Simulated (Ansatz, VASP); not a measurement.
# Cross-check of AlN between VASP and Ansatz

One calculation is typed for both programs; each brings its own data sets and cutoff. How far apart do they land? The cell is taken from a series of runs on this material, whose earlier steps may have relaxed, scaled, displaced or heated it; both programs get it as it stands.

Program: Ansatz 0.2.0. Level of theory: plane waves, with VASP 6.6.1 beside it; single point at BLYP and single point at PBEsol with D4. Results are calculated unless marked as measured.

## 1. The starting structure

It takes space group P6_3mc (No. 186, hexagonal). The conventional cell has a = 3.160 Å, b = 3.160 Å, c = 5.083 Å, α = 90.00°, β = 90.00°, γ = 120.00°. Al has 4 N at 1.92 to 1.93 Å nearest. N has 4 Al at 1.92 to 1.93 Å nearest. Farther neighbours and most contacts between anions are not listed.

## 2. VASP: single point, BLYP

A single point gives forces, pressure and levels at one fixed geometry, so differences don't come from the geometry; what else differs is listed under the comparison.

Lines of VASP's logs that name or quote its potential files are left out, and so is its time.

File INCAR:

```
SYSTEM = AlN
PREC = Accurate
ENCUT = 680
EDIFF = 1E-06
NELM = 100
ISMEAR = 0
SIGMA = 0.03
LREAL = .FALSE.
ALGO = Normal
GGA = B5
ALDAX = 1
AGGAX = 1
AGGAC = 1
ALDAC = 0
NBANDS = 14
LORBIT = 11
LWAVE = .FALSE.
LCHARG = .FALSE.
KPAR = 2
ISIF = 2
```

File POSCAR:

```
AlN
1.0
    3.1603101600      0.0000000000      0.0000000000
   -1.5801550800      2.7369088900      0.0000000000
    0.0000000000      0.0000000000      5.0826123500
Al N
2 2
Direct
    0.6666666700      0.3333333300      0.5021699300
    0.3333333300      0.6666666700      0.0021699300
    0.6666666700      0.3333333300      0.8828300700
    0.3333333300      0.6666666700      0.3828300700
```

File KPOINTS:

```
Automatic mesh
0
Gamma
9 9 4
0 0 0
```

The projector-augmented-wave data sets are Al_GW and N_GW (PBE family, release 64).

On the command line:

```bash
$ mpirun -np 2 vasp_std
```

Numbers of over 12 decimals in the logs are rounded to 6 here.

Log:

```text
[banner, memory and clock lines left out]
running    2 mpi-ranks, on    1 nodes
 distrk:  each k-point on    1 cores,    2 groups
 distr:  one band on    1 cores,    1 groups

 POSCAR found type information on POSCAR AlN
 POSCAR found :  2 types and       4 ions
|                                                                             |
|               ----> ADVICE to this user running VASP <----                  |
|                                                                             |
|     You enforced a specific xc type in the INCAR file but a different       |
|     [... a line on the potential file left out ...]
|     I HOPE YOU KNOW WHAT YOU ARE DOING!                                     |
|                                                                             |

 LDA part: xc-table for (Slater(with rela. corr.)+VWN5), standard interpolation
 POSCAR, INCAR and KPOINTS ok, starting setup
 FFT: planning ... GRIDC
 FFT: planning ... GRID_SOFT
 FFT: planning ... GRID
 WAVECAR not read
 entering main loop
       N       E                     dE             d eps       ncg     rms          rms(c)
DAV:   1     0.845978561439E+02    0.84598E+02   -0.86369E+03  1008   0.128E+03
DAV:   2    -0.256526950885E+02   -0.11025E+03   -0.95328E+02  1470   0.345E+02
DAV:   3    -0.332822988366E+02   -0.76296E+01   -0.75565E+01  1416   0.737E+01
DAV:   4    -0.334273072460E+02   -0.14501E+00   -0.14495E+00  1224   0.136E+01
DAV:   5    -0.334314443322E+02   -0.41371E-02   -0.41345E-02  1424   0.189E+00    0.132E+01
DAV:   6    -0.279681179971E+02    0.54633E+01   -0.16834E+01  1638   0.435E+01    0.318E+00
DAV:   7    -0.279884655963E+02   -0.20348E-01   -0.58707E-01  1116   0.575E+00    0.218E+00
DAV:   8    -0.279848948475E+02    0.35707E-02   -0.12057E-01  1266   0.639E+00    0.635E-01
DAV:   9    -0.279784878923E+02    0.64070E-02   -0.34130E-02  1704   0.241E+00    0.185E-01
DAV:  10    -0.279783900692E+02    0.97823E-04   -0.17849E-03  1338   0.509E-01    0.705E-02
DAV:  11    -0.279783503407E+02    0.39729E-04   -0.27677E-04  1682   0.184E-01    0.105E-02
DAV:  12    -0.279783537520E+02   -0.34113E-05   -0.36296E-06  1266   0.164E-02    0.785E-03
DAV:  13    -0.279783525418E+02    0.12102E-05   -0.53028E-06  1544   0.272E-02    0.416E-04
DAV:  14    -0.279783526653E+02   -0.12345E-06   -0.19755E-07   774   0.413E-03
   1 F= -.27978353E+02 E0= -.27978353E+02  d E =-.320525E-13
```

OUTCAR, selected parts (step 2):

```text
ion  position               nearest neighbor table
   1  0.667  0.333  0.502-   4 1.92   4 1.92   4 1.92   3 1.93
   2  0.333  0.667  0.002-   3 1.92   3 1.92   3 1.92   4 1.93
   3  0.667  0.333  0.883-   2 1.92   2 1.92   2 1.92   1 1.93
   4  0.333  0.667  0.383-   1 1.92   1 1.92   1 1.92   2 1.93

  LATTYP: Found a hexagonal cell.
 ALAT       =     3.1603101600
 C/A-ratio  =     1.6082637756

 Subroutine GETGRP returns: Found 12 space group operations
 (whereof  6 operations were pure point group operations)

The static configuration has the point symmetry C_3v.
 The point group associated with its full space group is C_6v.

 Found     36 irreducible k-points:

   k-points           NKPTS =     36   k-points in BZ     NKDIM =     36   number of bands    NBANDS=     14

   dimension x,y,z NGX =    28 NGY =   28 NGZ =   48
   dimension x,y,z NGXF=    56 NGYF=   56 NGZF=   96

   ENCUT  =  680.0 eV  49.98 Ry    7.07 a.u.   6.72  6.72 10.81*2*pi/ulx,y,z

   NELECT =      16.0000    total number of electrons

 k-points in reciprocal lattice and weights: Automatic mesh
   0.00000000  0.00000000  0.00000000       0.003
   0.11111111 -0.00000000  0.00000000       0.019
   0.22222222 -0.00000000  0.00000000       0.019
   0.33333333 -0.00000000  0.00000000       0.019
   0.44444444 -0.00000000  0.00000000       0.019
   0.11111111  0.11111111  0.00000000       0.019
   0.22222222  0.11111111  0.00000000       0.037
   0.33333333  0.11111111  0.00000000       0.037
   0.44444444  0.11111111  0.00000000       0.019
[...]
0.33333333  0.22222222  0.50000000       0.037
   0.33333333  0.33333333  0.50000000       0.006

 average (electrostatic) potential at core
       1 -50.5627       2 -50.5627       3 -60.2908       4 -60.2908

 E-fermi :   5.1971

 k-point     1 :       0.0000    0.0000    0.0000
  band No.  band energies     occupation
    ...
      4       4.2802      2.00000
      5       4.2802      2.00000
      6       4.8974      2.00000
      7       4.8974      2.00000
      8       5.0589      2.00000
      9       9.1241      0.00000
     10      11.5168      0.00000
     11      15.4796      0.00000
     12      16.0122      0.00000
     13      16.0122      0.00000
    ...

 k-point     2 :       0.1111   -0.0000    0.0000
  band No.  band energies     occupation
    ...
      4       3.6138      2.00000
      5       4.0966      2.00000
      6       4.2411      2.00000
      7       4.8650      2.00000
      8       4.9925      2.00000
      9       9.7937      0.00000
     10      12.1105      0.00000
     11      14.9109      0.00000
     12      15.1930      0.00000
     13      16.4205      0.00000
    ...

 k-point     3 :       0.2222   -0.0000    0.0000
  band No.  band energies     occupation
    ...
      4       2.1955      2.00000
      5       3.0293      2.00000
      6       3.7142      2.00000
      7       4.7327      2.00000
      8       4.7494      2.00000
      9      10.9225      0.00000
     10      12.7096      0.00000
     11      13.4933      0.00000
     12      14.6856      0.00000
     13      16.7475      0.00000
    ...

  Total       -0.9186237     -0.9186237     -0.8727717      0.0000000     -0.0000000     -0.0000000
  in kB      -33.4789022    -33.4789024    -31.8078431      0.0000000     -0.0000000     -0.0000000
  external PRESSURE =     -32.9218826 kB  Pullay stress =       0.0000000 kB

  energy-cutoff  :      680.00
  volume of cell :       43.96
      direct lattice vectors                 reciprocal lattice vectors
     3.160310160  0.000000000  0.000000000     0.316424639  0.182687850  0.000000000
    -1.580155080  2.736908890  0.000000000     0.000000000  0.365375699  0.000000000
     0.000000000  0.000000000  5.082612350     0.000000000  0.000000000  0.196749217

 POSITION                                       TOTAL-FORCE (eV/Angst)
 -----------------------------------------------------------------------------------
      1.58016      0.91230      2.55234        -0.000000     -0.000000      0.003789
     -0.00000      1.82461      0.01103         0.000000      0.000000      0.003789
      1.58016      0.91230      4.48708        -0.000000     -0.000000     -0.003789
     -0.00000      1.82461      1.94578         0.000000      0.000000     -0.003789
 -----------------------------------------------------------------------------------
    total drift:                               -0.000009      0.000006      0.000257

  FREE ENERGIE OF THE ION-ELECTRON SYSTEM (eV)
  ---------------------------------------------------
  free  energy   TOTEN  =       -27.9783526653 eV

  energy  without entropy=      -27.9783526653  energy(sigma->0) =      -27.97835267

 total charge
# of ion       s       p       d       tot
------------------------------------------
    1        0.428   0.517   0.195   1.140
    2        0.428   0.517   0.195   1.140
    3        1.186   2.553   0.000   3.738
    4        1.186   2.553   0.000   3.738
--------------------------------------------------
tot          3.227   6.140   0.391   9.758

[... 3 further parts left out ...]
```

The run ends at a pressure of -3.29 GPa, with forces up to 0.0038 eV/Å.

## 3. Ansatz: single point, BLYP

Ansatz runs on its default PAW (the set named soft_2) files.

The same cell, functional (in two slightly different forms), mesh and smearing now go to Ansatz, which takes its cutoff from its data sets.

File input.yaml:

```yaml
crystal:
  lattice:
    - [3.16031016, 0.0, 0.0]
    - [-1.58015508, 2.73690889, 0.0]
    - [0.0, 0.0, 5.08261235]
  atoms:
    - { symbol: Al, position: [0.66666667, 0.33333333, 0.50216993] }
    - { symbol: Al, position: [0.33333333, 0.66666667, 0.00216993] }
    - { symbol: "N", position: [0.66666667, 0.33333333, 0.88283007] }
    - { symbol: "N", position: [0.33333333, 0.66666667, 0.38283007] }
hamiltonian:
  xc: blyp
  pseudopotentials: { kind: paw }
kpoints:
  mp_grid: { grid: [9, 9, 4] }
scf:
  occupations: { method: gaussian, width: 0.03 }
  n_extra_bands: 5
output:
  forces: true
  stress: true
  eigenvalues: true
```

On the command line:

```bash
$ ansatz run input.yaml --threads 2 --pin off --max-ram 4608MiB --backend cpu --events-out ev --progress --plain --runs-dir out
```

Log:

```text
scf.n_extra_bands = 5 over 8 filled bands (N_el = 16.0): the run solves 13 bands
Engine: ansatz 0.2.0, aarch64-unknown-linux-gnu
Pseudopotentials: kind: paw
Pseudopotential: Al, paw, valence charge 3, recommended cutoff 420 eV (normal), Al.paw.azcp
Pseudopotential: N, paw, valence charge 5, recommended cutoff 420 eV (normal), N.paw.azcp
Functional definition: BLYP
  parameter beta = 0.0042
  parameter a = 0.04918
  parameter b = 0.132
  parameter c = 0.2533
  parameter d = 0.349
  exchange = b88_x(beta = beta)
  correlation = lyp_c(a = a, b = b, c = c, d = d)
Crystal: 4 atoms, lattice volume = 43.962 Å³
Basis set: ecut = 420 eV, 845 PW (Γ), exchange–correlation on 48×48×72 points (8 copies of the dense FFT grid, shifted against one another)
Bands: 13, of which v1, the nominal top of the filled ones, is band 8 counted from 1 (7 counted from 0)
Symmetry: 12 space group operations
Space group: P63mc (ITA 186), of the structure as read, at distance tolerance 3.5e-5 Å
k-points: 36 of 324 (time reversal used)
Non-local potential: Al, projectors of the file, l = 0: 2, l = 1: 2, l = 2: 1
Non-local potential: N, projectors of the file, l = 0: 2, l = 1: 2, l = 2: 1
PAW form: soft (Blöchl's): semilocal exchange-correlation on the pseudo side does not see the compensation charge
PAW frozen core: Al, regenerated for the run's functional, and the local potential with it (the file was generated under x = pbe(κ = 0.804, μ = 0.219515), c = pbe(β = 0.066725))
PAW frozen core: N, regenerated for the run's functional, and the local potential with it (the file was generated under x = pbe(κ = 0.804, μ = 0.219515), c = pbe(β = 0.066725))
PAW one-centre angular grid: Al, 110 points (default); XC on 64 Gauss nodes
PAW one-centre angular grid: N, 110 points (default); XC on 64 Gauss nodes
Initial density: superposition of atomic densities (neutral atoms: chi_scale 0, normalization atom), corrected by the library's trained network
Initial wavefunctions: pseudopotential atomic-orbital guess
Functional: x = b88, c = lyp
SCF iter   1: F=—  HF=-1858.291323 eV  |F-HF|=—  |Δ(HF+E_count)|=         —  Δρ=1.88e-2  dr2=1.44e-1  ethr=1.77e-3  ⟨swp⟩=6.0  Hψ=3035  notcnv=0
preconditioner: auto → none  [insulator: Δε(μ)=4.186 eV  Ē_g=13.628 eV  σ=0.030 eV  W_gap=1.00  n_scr=8 (ndim 8)  ℏωp=22.4 eV  f_vac=0.000  D(μ)=0.00/eV (n_scr^D=0)  ε∞_Penn≈3.7]
SCF iter   2: F=—  HF=-1858.249793 eV  |F-HF|=—  |Δ(HF+E_count)|=   4.15e-2  Δρ=2.47e-3  dr2=3.15e-3  ethr=9.00e-4  ⟨swp⟩=3.0  Hψ=1124  notcnv=0  defer=28
SCF iter   3: F=—  HF=-1858.249127 eV  |F-HF|=—  |Δ(HF+E_count)|=   6.66e-4  Δρ=5.36e-4  dr2=1.17e-4  ethr=1.97e-5  ⟨swp⟩=2.2  Hψ=767  notcnv=0  defer=36
SCF iter   4: F=—  HF=-1858.249174 eV  |F-HF|=—  |Δ(HF+E_count)|=   4.66e-5  Δρ=5.43e-5  dr2=6.37e-7  ethr=7.32e-7  ⟨swp⟩=2.6  Hψ=761  notcnv=0  defer=36
SCF iter   5: F=—  HF=-1858.249333 eV  |F-HF|=—  |Δ(HF+E_count)|=   1.60e-4  Δρ=1.07e-5  dr2=3.22e-8  ethr=6.25e-10  ⟨swp⟩=6.6  Hψ=2569  notcnv=0
SCF iter   6: F=-1858.249333 eV  HF=-1858.249333 eV  |F-HF|=2.55e-10  |Δ(HF+E_count)|=  2.56e-10  Δρ=1.66e-6  dr2=4.83e-10  ethr=2.01e-10  ⟨swp⟩=2.0  Hψ=1456  notcnv=0
SCF 1 converged in 6 iterations: F = -1858.249333 eV  dr2 = 4.83e-10
  greatest PAW one-centre occupation: 0.784 electrons in one spin orbital (limit 2), on the N atom at site 2 (counted from 0), in its partial waves of l = 0
SCF converged after 6 iterations
Free energy (F): -1858.249333 eV
Harris-Foulkes:  -1858.249333 eV  (|F-HF|=2.55e-10)
Internal energy: -1858.249333 eV  (E = F + TS)
E sigma→0 (E₀):  -1858.249333 eV
Fermi energy:    9.002632 eV
--- Per-component energies (eV) ---
  E_band       = 30.660494
  E_kinetic    = 316.787356
  E_local      = -464.475529  (includes V_loc(G=0)·N_el)
  E_nonlocal   = 112.424240
  E_hartree    = 161.870311
  E_xc         = -199.566049
  E_vxc        = -210.314960  (∫ρ·V_xc dr)
  E_paw        = -1203.480174  (= ΣΔE_a)
  E_vpaw       = -47.501134  (= ΣTr[D̂ρ^β])
  E_aug_tail   = 0.000196  (compensation charges beyond the density's cutoff)
  E_ewald      = -581.838507
  E_core_change = 0.028823  (= ΣΔE_core)
  E_smearing   = -0.000000  (= −TS)
  E_closure    = 0.000000  (closes the sum)
  Σ components = -1858.249333   (vs F -1858.249333, Δ=0.00e0)
--- Forces (eV/Å), atoms counted from 1 ---
  atom   1  Al     0.00000000     0.00000000     0.00335462
  atom   2  Al     0.00000000    -0.00000000     0.00335462
  atom   3  N      0.00000000     0.00000000    -0.00336919
  atom   4  N     -0.00000000    -0.00000000    -0.00336919
  max |Σ_I F_I| component: 2.91e-5 eV/Å
--- Stress (GPa, compression-positive) ---
       -3.109001      -0.000000      -0.000000
        0.000000      -3.109001      -0.000000
       -0.000000      -0.000000      -2.939798
  P = ⅓ Tr σ = -3.0526 GPa (-30.526 kbar)
--- Band table (eV; the first three rows and the last of 36) ---
  k-point 0: bands = [... 4 lower, 6.1974, 6.8115, 6.8115, 6.9731, 11.0321, 13.4323, 17.3982, 17.9347, ... 1 higher]
  k-point 1: bands = [... 4 lower, 6.2831, 6.2831, 6.7174, 6.7174, 11.9744, 13.5469, 17.0650, 17.9173, ... 1 higher]
  k-point 2: bands = [... 4 lower, 6.4955, 6.4955, 6.4955, 6.4955, 13.2479, 13.2479, 17.0750, 17.0750, ... 1 higher]
  k-point 35: bands = [... 4 lower, 3.4436, 3.4436, 6.2086, 6.2086, 14.5091, 14.5091, 14.7198, 14.7198, ... 1 higher]
```

In the SCF lines HF is the Harris–Foulkes energy and dr2 the Hartree energy of the density residual, in eV; the loop may stop once dr2 is under the threshold and the program's other checks hold. Hψ counts applications of the Hamiltonian.

The run ends at a pressure of -3.05 GPa, with forces up to 0.0034 eV/Å.

## 4. Comparison

Known differences besides the potentials themselves: the cutoff is 420 eV in Ansatz and 680 eV in VASP; Ansatz makes its cores anew for this functional, VASP keeps those of its PBE data sets; VASP leaves aspherical gradient terms in its spheres out (LASPH is not set), Ansatz keeps them; VASP's log shows a relativistic correction to its local exchange, Ansatz's none. Total energies have different zeros and are not compared.

Compared:

```
                                        quantity  Ansatz   VASP  difference
                                  pressure (GPa)   -3.05  -3.29       +0.24
pressure without Ansatz's Pulay correction (GPa)   -3.65  -3.29       -0.36
                          gap on the k mesh (eV)   4.059  4.065      -0.006
```

A gap on the mesh is an upper bound, since the band edges may lie between its points. Ansatz's pressure holds a Pulay correction of 0.60 GPa; VASP's holds none.

## 5. Other set-ups

Further runs change the set-up of one program: Ansatz's method, potentials or start, or VASP's data sets, cutoff or form of LDA. The table gives Ansatz less VASP for each quantity, since a change that brings one quantity closer may part another.

```
                                                       run  r.m.s. force difference (meV/Å)  pressure (GPa)  gap on the k mesh (eV)  pressure without Ansatz's Pulay correction (GPa)
                                                  as above                             0.25            0.24                 -0.0062                                             -0.36
VASP with the data sets Al and N_h and a cutoff of 1210 eV                             0.57           -0.40                  6.1e-4                                             -1.00
```

(Continued in part 2 of 2.)

[Lines on the potential files, build, host, timing and source positions are cut from VASP's logs without a mark.]

[Logs are printed without paths, hosts, clocks, repeated set-up lines and the standing remarks that a program may print on its own settings, such as how far it seeks lower states.]

[Hosts, paths, dates, database ids (printed as entryN), source tags and the programs' standing remarks are cut or masked in the printed files.]
